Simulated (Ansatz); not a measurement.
# Hf: the cost of one run

Program: Ansatz 0.2.0. Level of theory: DFT PBEsol, scalar-relativistic, plane waves, PAW. These are calculated values, not measurements.

1 further run of the same task is left out (set aside as unsound or not needed).

## (1) The structure to begin with

The structure is hexagonal, space group P6_3/mmc (No. 194). The conventional cell has a = 3.159 Å, b = 3.159 Å, c = 5.000 Å, α = 90.00°, β = 90.00°, γ = 120.00°. Hf (site symmetry -6m2) has 12 Hf at 3.09 to 3.16 Å as nearest neighbours.

As a file:

```cif
data_structure
_symmetry_space_group_name_H-M 'P 1'
_symmetry_Int_Tables_number 1
_cell_length_a 3.1587
_cell_length_b 3.1587
_cell_length_c 5.0001
_cell_angle_alpha 90.000
_cell_angle_beta 90.000
_cell_angle_gamma 120.000
_cell_volume 43.20
loop_
_atom_site_label
_atom_site_type_symbol
_atom_site_fract_x
_atom_site_fract_y
_atom_site_fract_z
_atom_site_occupancy
Hf1 Hf 0.33333 0.66667 0.25000 1
Hf2 Hf 0.66667 0.33333 0.75000 1
```

This cell was relaxed beforehand with the same method: volume 21.60 Å³/atom, gap on the mesh none (metal).

## (2) Bands, states and charges

File input.yaml:

```yaml
crystal:
  lattice:
    - [3.1586731909, 0.0, 0.0]
    - [-1.5793365955, 2.7354912256, 0.0]
    - [0.0, 0.0, 5.0000752581]
  atoms:
    - { symbol: Hf, position: [0.3333333333, 0.6666666667, 0.25] }
    - { symbol: Hf, position: [0.6666666667, 0.3333333333, 0.75] }
basis:
  ecutwfc: 420
kpoints:
  mp_grid: { grid: [18, 18, 8] }
  band_path:
    path:
      - [[0.0, 0.0, 0.0], [0.5, 0.0, 0.0], [0.33333333, 0.33333333, 0.0], [0.0, 0.0, 0.0], [0.0, 0.0, 0.5], [0.5, 0.0, 0.5], [0.33333333, 0.33333333, 0.5], [0.0, 0.0, 0.5]]
      - [[0.5, 0.0, 0.5], [0.5, 0.0, 0.0]]
      - [[0.33333333, 0.33333333, 0.5], [0.33333333, 0.33333333, 0.0]]
    npoints: 14
hamiltonian:
  xc: pbesol
scf:
  occupations: { method: gaussian, width: 0.1 }
  n_extra_bands: 6
output:
  forces: true
  stress: true
  eigenvalues: true
  populations: true
  dos: { projected: true, de: 0.02, nscf_kmesh: { grid: [27, 27, 12] } }
  bader: true
  write_density: true
  write_potential: true
  elf: true
  volumetric_format: npy
```

Launch:

```
$ ansatz run input.yaml --threads 1 --pin off --max-ram 2560MiB --backend cpu --events-out ev --progress --plain --runs-dir out
```

Q: Estimate wall time and peak memory on 1 thread of Intel Xeon at 2.50GHz (Skylake/Cascade Lake), shared host.

About 91 s, with a peak of 0.67 GiB.
